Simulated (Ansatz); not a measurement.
# SnO2: the cost of one run

All numbers are computed with Ansatz 0.2.0 through its Python package. The levels of theory stand in the script.

## Step 1: The system

It takes space group Pnnm (No. 58, orthorhombic). The conventional cell has a = 4.788 Å, b = 4.867 Å, c = 3.241 Å, α = 90.00°, β = 90.00°, γ = 90.00°. Around Sn (site symmetry 2/m) lie 6 O at 2.09 to 2.10 Å. O (site symmetry m) is surrounded by 3 Sn at 2.09 to 2.10 Å.

POSCAR_sno2, read by the script:

```text
SnO2
1.0
   4.78800400    0.00000000    0.00000000
   0.00000000    4.86658200    0.00000000
   0.00000000    0.00000000    3.24089800
Sn O
2 4
Direct
   0.50000000    0.50000000    0.50000000
   0.00000000    0.00000000    0.00000000
   0.29185500    0.32104200    0.00000000
   0.79185500    0.17895800    0.50000000
   0.20814500    0.82104200    0.50000000
   0.70814500    0.67895800    0.00000000
```

## Step 2: The script

File run_xc.py:

```python
from dataclasses import dataclass
import warnings

import ansatz as az
from ase.io import read


@dataclass(frozen=True)
class Options:
    occupations: str = 'Fixed'
    kmesh: tuple[int, ...] = (6, 4, 6)
    cutoff: int = 470


settings = Options()

warnings.simplefilter('ignore', az.DeckWarning)

atoms = read('POSCAR_sno2', format='vasp')
sno2 = az.Crystal.from_ase(atoms)

calc = (
    sno2.calculation()
    .occupations(settings.occupations)
    .kpoints(mesh=settings.kmesh)
    .basis(settings.cutoff)
    .forces()
    .stress()
)

rows = []
for value in ['lda', 'pbesol', 'blyp']:
    report = calc.functional(value).run(threads=1).report
    rows.append((value, report['free_energy_ev'] / len(report['lattice']['sites']), report['n_iterations'], sum(report['stress_gpa'][i][i] for i in range(3)) / 3, max(abs(f) for row in report['forces_ev_ang'] for f in row), report['n_kpoints']))

print('  functional   F/atom (eV)    iterations       P (GPa)  max component (eV/A)      k-points')
for row in rows:
    print(f'{str(row[0]):>12s}  {row[1]:12.5f}  {row[2]:12d}  {row[3]:12.3f}  {row[4]:20.4f}  {row[5]:12d}')
```

## Step 3: Launch

Run with:

```
$ python run_xc.py
```

Q: Estimate wall time and peak memory on 1 thread of Arm Neoverse V2, shared host.

About 22 s, with a peak of 0.5 GiB.
